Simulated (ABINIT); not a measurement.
# Bi (Im-3m) in ABINIT: a series of runs

The runs below take Bi through single point, with PBE.

All numbers are computed with ABINIT 10.8.3 (patched build); they aren't measurements. Logs are shortened: lines on timing, memory, paths and dates and some standing lists are left out, and cuts for length are marked. The log counts tension as positive stress, the text compression.

## 1. Starting point

Symmetry: Im-3m, No. 229, cubic system. The conventional cell has a = 3.963 Å, b = 3.963 Å, c = 3.963 Å, α = 90.00°, β = 90.00°, γ = 90.00°. Bi (site symmetry m-3m) has 8 Bi at 3.43 Å as nearest neighbours.

This isn't the form of Bi at room conditions, which is rhombohedral.

## 2. Single point, PBE

run.abi

```
# Pseudopotentials
pp_dirpath "./"
pseudos "Bi.GGA_PBE-JTH.xml"

# Structure
acell 3*1.0
rprim
    -3.7443610401     3.7443610401     3.7443610401
     3.7443610401    -3.7443610401     3.7443610401
     3.7443610401     3.7443610401    -3.7443610401
ntypat 1
znucl 83
natom 1
typat 1
xred
     0.0000000000     0.0000000000     0.0000000000

# Plane-wave basis
ecut 598.650497 eV
pawecutdg 44.0
pawxcdev 0

# k points
kptopt 1
ngkpt 9 9 9
nshiftk 1
shiftk 0.0 0.0 0.0

# Exchange and correlation
ixc 11

# Bands and occupations
nband 12
occopt 3
tsmear 0.1 eV

# SCF cycle
nstep 100
tolvrs 1.0e-9

# Output
iomode 3
prtwf 0
prteig 0
prtebands 0
enunit 1
prtden 1
prtvha 1
prtvclmb 1
prtpot 1
```

Potentials or basis: JTH PAW PBE v2.0.

Run with:

```
$ abinit run.abi > log 2>&1
```

run.abo:

```text
.Version 10.8.3 of ABINIT
 Symmetries : space group Im -3 m (#229); Bravais cI (body-center cubic)
================================================================================
 Values of the parameters that define the memory need of the present run
     intxc =       0    ionmov =       0      iscf =      17    lmnmax =      18
     lnmax =       6     mgfft =      30  mpssoang =       3    mqgrid =    3001
     natom =       1  nloc_mem =       2    nspden =       1   nspinor =       1
    nsppol =       1      nsym =      48    n1xccc =       1    ntypat =       1
    occopt =       3   xclevel =       2
       mpw =        1048          nfft =       27000          nkpt =          35
 PAW method is used; the additional fine FFT grid is defined by:
   mgfftf=        40    nfftf =     64000
================================================================================
================================================================================

--------------------------------------------------------------------------------
------------- Echo of variables that govern the present computation ------------
--------------------------------------------------------------------------------
 -outvars: echo values of preprocessed input variables --------
            acell      1.0000000000E+00  1.0000000000E+00  1.0000000000E+00 Bohr
              amu      2.08980370E+02
             ecut      2.20000000E+01 Hartree
           enunit           1
              ixc          11
         kptrlatt        9    0    0      0    9    0      0    0    9
          kptrlen      5.83688121E+01
            natom           1
            nband          12
            ngfft          30      30      30
          ngfftdg          40      40      40
             nkpt          35
            nstep         100
             nsym          48
           ntypat           1
           occopt           3
        pawecutdg      4.40000000E+01 Hartree
         pawxcdev           0
        prtebands           0
           prteig           0
           prtpot           1
         prtvclmb           1
           prtvha           1
            prtwf           0
            rprim     -3.7443610401E+00  3.7443610401E+00  3.7443610401E+00
                       3.7443610401E+00 -3.7443610401E+00  3.7443610401E+00
                       3.7443610401E+00  3.7443610401E+00 -3.7443610401E+00
          spgroup         229
           tolvrs      1.00000000E-09
           tsmear      3.67493222E-03 Hartree
            typat      1
           useylm           1
            znucl       83.00000

================================================================================

 chkinp: Checking input parameters for consistency.

================================================================================
== DATASET  1 ==================================================================

--- !DatasetInfo
iteration_state: {dtset: 1, }
dimensions: {natom: 1, nkpt: 35, mband: 12, nsppol: 1, nspinor: 1, nspden: 1, mpw: 1048, }
cutoff_energies: {ecut:  22.0, pawecutdg:  44.0, }
electrons: {nelect:   1.50000000E+01, charge:   0.00000000E+00, occopt:   3.00000000E+00, tsmear:   3.67493222E-03, }
meta: {optdriver: 0, ionmov: 0, optcell: 0, iscf: 17, paral_kgb: 0, }
...

 Exchange-correlation functional for the present dataset will be:
  GGA: Perdew-Burke-Ernzerhof functional - ixc=11
  J.P.Perdew, K.Burke, M.Ernzerhof, PRL 77, 3865 (1996)

 Real(R)+Recip(G) space primitive vectors, cartesian coordinates (Bohr,Bohr^-1):
 R(1)= -3.7443610  3.7443610  3.7443610  G(1)=  0.0000000  0.1335341  0.1335341
 R(2)=  3.7443610 -3.7443610  3.7443610  G(2)=  0.1335341  0.0000000  0.1335341
 R(3)=  3.7443610  3.7443610 -3.7443610  G(3)=  0.1335341  0.1335341  0.0000000
 Unit cell volume ucvol=  2.0998736E+02 bohr^3
 Angles (23,13,12)=  1.09471221E+02  1.09471221E+02  1.09471221E+02 degrees

 Coarse grid specifications (used for wave-functions):

 getcut: wavevector=  0.0000  0.0000  0.0000  ngfft=  30  30  30
         ecut(hartree)=     22.000   => boxcut(ratio)=   2.19082

 Fine grid specifications (used for densities):

 getcut: wavevector=  0.0000  0.0000  0.0000  ngfft=  40  40  40
         ecut(hartree)=     44.000   => boxcut(ratio)=   2.06681

--- Pseudopotential description ------------------------------------------------
- pspini: atom type   1  psp file is ./Bi.GGA_PBE-JTH.xml
 Pseudopotential format is: paw10
 basis_size (lnmax)=  6 (lmn_size= 18), orbitals=   0   0   1   1   2   2
 Spheres core radius: rc_sph= 2.41230754
 Shapefunction is BESSEL type: shapef(r,l)=aa(1,l)*jl(q(1,l)*r)+aa(2,l)*jl(q(2,l)*r)
 Radius for shape functions =  2.20555141
 Compensation charge density is not taken into account in XC energy/potential

   4.19464370E+02                                ecore*ucvol(ha*bohr**3)
--------------------------------------------------------------------------------

================================================================================

--- !BeginCycle
iteration_state: {dtset: 1, }
solver: {iscf: 17, nstep: 100, nline: 4, wfoptalg: 10, }
tolerances: {tolvrs: 1.00E-09, }
...

     iter   Etot(hartree)      deltaE(h)  residm     nres2
 ETOT  1  -70.885646748273    -7.089E+01 3.031E+01 2.220E+00
 ETOT  2  -72.148508371823    -1.263E+00 2.858E-01 1.011E+00
 ETOT  3  -72.150276313922    -1.768E-03 1.275E-01 2.672E-01
 ETOT  4  -72.150396275169    -1.200E-04 3.935E-02 6.477E-02
 ETOT  5  -72.150374907131     2.137E-05 6.507E-03 1.519E-03
 ETOT  6  -72.150385040064    -1.013E-05 2.825E-03 2.337E-04
 ETOT  7  -72.150384623881     4.162E-07 6.368E-04 5.686E-06
 ETOT  8  -72.150384656547    -3.267E-08 1.010E-03 8.222E-08
 ETOT  9  -72.150384658582    -2.036E-09 2.017E-04 5.340E-09
 ETOT 10  -72.150384658771    -1.889E-10 4.940E-04 6.220E-10

 At SCF step   10       nres2   =  6.22E-10 < tolvrs=  1.00E-09 =>converged.

 Cartesian components of stress tensor (hartree/bohr^3)
  sigma(1 1)= -2.95559628E-05  sigma(3 2)=  0.00000000E+00
  sigma(2 2)= -2.95559628E-05  sigma(3 1)=  0.00000000E+00
  sigma(3 3)= -2.95559628E-05  sigma(2 1)=  0.00000000E+00

--- !ResultsGS
iteration_state: {dtset: 1, }
comment   : Summary of ground state results
lattice_vectors:
- [ -3.7443610,   3.7443610,   3.7443610, ]
- [  3.7443610,  -3.7443610,   3.7443610, ]
- [  3.7443610,   3.7443610,  -3.7443610, ]
lattice_lengths: [   6.48542,    6.48542,    6.48542, ]
lattice_angles: [109.471, 109.471, 109.471, ] # degrees, (23, 13, 12)
lattice_volume:   2.0998736E+02
convergence: {deltae: -1.889E-10, res2:  6.220E-10, residm:  4.940E-04, diffor: null, }
etotal    :  -7.21503847E+01
entropy   :   0.00000000E+00
fermie    :   2.91401643E-01
cartesian_stress_tensor: # hartree/bohr^3
- [ -2.95559628E-05,   0.00000000E+00,   0.00000000E+00, ]
- [  0.00000000E+00,  -2.95559628E-05,   0.00000000E+00, ]
- [  0.00000000E+00,   0.00000000E+00,  -2.95559628E-05, ]
pressure_GPa:   8.6957E-01
xred      :
- [  0.0000E+00,   0.0000E+00,   0.0000E+00, Bi]
cartesian_forces: # hartree/bohr
- [ -0.00000000E+00,  -0.00000000E+00,  -0.00000000E+00, ]
force_length_stats: {min:   0.00000000E+00, max:   0.00000000E+00, mean:   0.00000000E+00, }
...

 Integrated electronic density in atomic spheres:
 ------------------------------------------------
 Atom  Sphere_radius  Integrated_density
    1        2.41231         12.14169832

================================================================================

 ----iterations are completed or convergence reached----

 Mean square residual over all n,k,spin=   19.566E-07; max=  49.403E-05
 reduced coordinates (array xred) for    1 atoms
       0.000000000000      0.000000000000      0.000000000000
 rms dE/dt=  0.0000E+00; max dE/dt=  0.0000E+00; dE/dt below (all hartree)
    1       0.000000000000      0.000000000000      0.000000000000

 cartesian coordinates (angstrom) at end:
    1      0.00000000000000     0.00000000000000     0.00000000000000

 cartesian forces (hartree/bohr) at end:
    1     -0.00000000000000    -0.00000000000000    -0.00000000000000
 frms,max,avg= 0.0000000E+00 0.0000000E+00   0.000E+00  0.000E+00  0.000E+00 h/b

 cartesian forces (eV/Angstrom) at end:
    1     -0.00000000000000    -0.00000000000000    -0.00000000000000
 frms,max,avg= 0.0000000E+00 0.0000000E+00   0.000E+00  0.000E+00  0.000E+00 e/A
 length scales=  1.000000000000  1.000000000000  1.000000000000 bohr
              =  0.529177210544  0.529177210544  0.529177210544 angstroms
 Fermi (or HOMO) energy (eV) =   7.92944   Average Vxc (eV)=  -9.53421
 Eigenvalues (   eV  ) for nkpt=  35  k points:
 kpt#   1, nband= 12, wtk=  0.00137, kpt=  0.0000  0.0000  0.0000 (reduced coord)
 -15.13273  -15.13273  -15.13273  -15.00668  -15.00668   -5.62512   13.01062   13.01062
  13.01062   16.99715   18.44676   18.44676
 prteigrs : prtvol=0 or 1, do not print more k-points.

--- !EnergyTerms
iteration_state     : {dtset: 1, }
comment             : Components of total free energy in Hartree
kinetic             :  4.67981242917197E+00
hartree             :  1.75759212729002E+01
xc                  : -2.53589336295905E+00
Ewald energy        : -5.46707113290151E+01
psp_core            :  1.99756965665878E+00
local_psp           : -5.90896219699055E+01
PAW spherical_terms :  1.98931090619017E+01
internal            : -7.21498142412470E+01
'-kT*entropy'       : -5.76134443111162E-04
total_energy        : -7.21503903756901E+01
total_energy_eV     : -1.96331214031121E+03
...

--- !EnergyTermsDC
iteration_state     : {dtset: 1, }
comment             : '"Double-counting" decomposition of free energy'
band_energy         : -5.13831091225674E+00
Ewald energy        : -5.46707113290151E+01
psp_core            :  1.99756965665878E+00
xc_dc               : -1.72590127500477E+01
PAW spherical_terms :  2.92065681033278E+00
internal            : -7.21498085243280E+01
'-kT*entropy'       : -5.76134443111162E-04
total_energy_dc     : -7.21503846587711E+01
total_energy_dc_eV  : -1.96331198474592E+03
...

--- !EnergyTermsWithPAWCore
iteration_state     : {dtset: 1, }
comment             : 'Components of total free energy, including PAW core contributions'
Total energy        : -2.15309083156719E+04
Total energy DC     : -2.15309083099550E+04
Total energy (eV)   : -5.85885862404552E+05
Total energy DC (eV): -5.85885862248987E+05
...

 Cartesian components of stress tensor (hartree/bohr^3)
  sigma(1 1)= -2.95559628E-05  sigma(3 2)=  0.00000000E+00
  sigma(2 2)= -2.95559628E-05  sigma(3 1)=  0.00000000E+00
  sigma(3 3)= -2.95559628E-05  sigma(2 1)=  0.00000000E+00

-Cartesian components of stress tensor (GPa)         [Pressure=  8.6957E-01 GPa]
- sigma(1 1)= -8.69566448E-01  sigma(3 2)=  0.00000000E+00
- sigma(2 2)= -8.69566448E-01  sigma(3 1)=  0.00000000E+00
- sigma(3 3)= -8.69566448E-01  sigma(2 1)=  0.00000000E+00

== END DATASET(S) ==============================================================
================================================================================

 -outvars: echo values of variables after computation  --------
            acell      1.0000000000E+00  1.0000000000E+00  1.0000000000E+00 Bohr
           etotal     -7.2150384659E+01
            fcart     -0.0000000000E+00 -0.0000000000E+00 -0.0000000000E+00
            rprim     -3.7443610401E+00  3.7443610401E+00  3.7443610401E+00
                       3.7443610401E+00 -3.7443610401E+00  3.7443610401E+00
                       3.7443610401E+00  3.7443610401E+00 -3.7443610401E+00
           strten     -2.9555962842E-05 -2.9555962842E-05 -2.9555962842E-05
                       0.0000000000E+00  0.0000000000E+00  0.0000000000E+00
 Calculation completed.
```

Run time: 11 s. Hardware: 1 thread of Arm Neoverse V2, shared host; peak memory 0.11 GiB.

Results:

- Free energy: -1963.3120 eV
- Pressure: 0.9 GPa
- Band gap on the k mesh: none (metal or under the smearing width)
- Valence electrons inside the program's atomic spheres: Bi 12.14 (radii [1.2765] Å)

Levels at points of the mesh, in eV from the Fermi level:
| k point | band 5 | band 6 | band 7 | band 8 | band 9 | band 10 |
| --- | --- | --- | --- | --- | --- | --- |
| (0.00, 0.00, 0.00) | -22.94 | -13.55 | 5.08 | 5.08 | 5.08 | 9.07 |

Caveat: spin-orbit coupling is left out, which moves the levels of the heavy elements.

[end of part 1 of 2]
